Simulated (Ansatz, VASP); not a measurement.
# Cu in VASP and in Ansatz

```xyz
1
Lattice="0.0000 1.7294 1.7294 1.7294 0.0000 1.7294 1.7294 1.7294 0.0000" Properties=species:S:1:pos:R:3 pbc="T T T"
Cu    0.0000    0.0000    0.0000
```

Alike in both runs: functional r2SCAN; k mesh 20 × 20 × 20; occupations gaussian, width 0.1 eV; no spin polarisation.

Ansatz relaxed the structure, and its values are those at the end. VASP's run is a single point on that final structure, the one shown.

|  | VASP | Ansatz |
| --- | --- | --- |
| version | VASP 6.6.1 | Ansatz 0.2.0 |
| potentials or method | VASP PAW PBE potentials, release 64 (Cu) | scalar-relativistic, plane waves, PAW |
| plane-wave cutoff (eV) | 520 | 500 |
| valence electrons in the cell | 11 | 19 |

|  | VASP | Ansatz | Ansatz less VASP |
| --- | --- | --- | --- |
| gap on the k mesh at the Fermi level (eV) | none | none | - |
| pressure (GPa) | 21.8 | 21.1 | -0.68 |

A gap of «none» marks a metal or a gap that the smearing closes. With one functional, cell and mesh, what is left measures potentials, basis and numerics. The two sets of potentials don't hold the same shells in valence.

Caveats: so large a pressure means that the cell lies far from this level's equilibrium, or that cutoff or potentials fall short (VASP); the potentials were made for another functional, which shifts forces and pressure (VASP).
